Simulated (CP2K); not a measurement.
Sb, 2 atoms in the cell. Symmetry: P6_3/mmc, No. 194, hexagonal system. The conventional cell has a = 3.355 Å, b = 3.355 Å, c = 5.470 Å, α = 90.00°, β = 90.00°, γ = 120.00°. Sb (site symmetry -6m2) has 12 Sb at 3.35 Å as nearest neighbours. This isn't the form of Sb at room conditions, which is rhombohedral.

- Program: CP2K 2026.2
- Task: single point
- Functional: r2SCAN
- Dispersion: D4
- Potentials or basis: POTENTIAL_UZH Sb GTH-SCAN-q5; TZVP-MOLOPT-SCAN-GTH basis
- Density cutoff: 9184 eV
- k mesh: 9 × 9 × 5
- Occupations: fermi-dirac, width 0.02 eV
- Spin: no spin polarisation
- SCF solver: diagonalisation with k points
- Quickstep method: GPW
- EPS_DEFAULT: 1.0E-10
- EPS_SCF: 1.0E-6
- MAX_SCF: 100
- SCF_GUESS: ATOMIC
- k points reduced by the point group: yes
- Mesh centred on Gamma: yes
- CHOLESKY: OFF
- EPS_EIGVAL: 1.0E-7
- MIXING METHOD: BROYDEN_MIXING
- MIXING ALPHA: 0.4
- NBUFFER: 8
- NGRIDS: 5
- Basis sets: Sb TZVP-MOLOPT-SCAN-GTH-q5
- Potentials: Sb GTH-SCAN-q5 of POTENTIAL_UZH
- ADDED_MOS: [10]
- REL_CUTOFF (Ry): 60 Ry
- MIXING BETA (1/bohr): 1.5 1/bohr
- CUTOFF of the grids: 675 Ry
- Cutoff radius of the dispersion sum (A): 20

Potentials or basis: POTENTIAL_UZH Sb GTH-SCAN-q5; TZVP-MOLOPT-SCAN-GTH basis.

Command:

```console
$ OMP_NUM_THREADS=1 cp2k.psmp -i sb_scf.inp -o sb_scf.out
```

Hardware: 1 thread of Intel(R) Xeon(R) Platinum 8488C (Sapphire Rapids) (shared host).

Q: How long does it take, and how much memory?

A: Wall time 37 s on 1 thread of Intel(R) Xeon(R) Platinum 8488C (Sapphire Rapids), on a shared host, peak memory 0.38 GiB. Counts: scf iterations 14, k points 36, basis 34, bands 15, force evaluations 1.
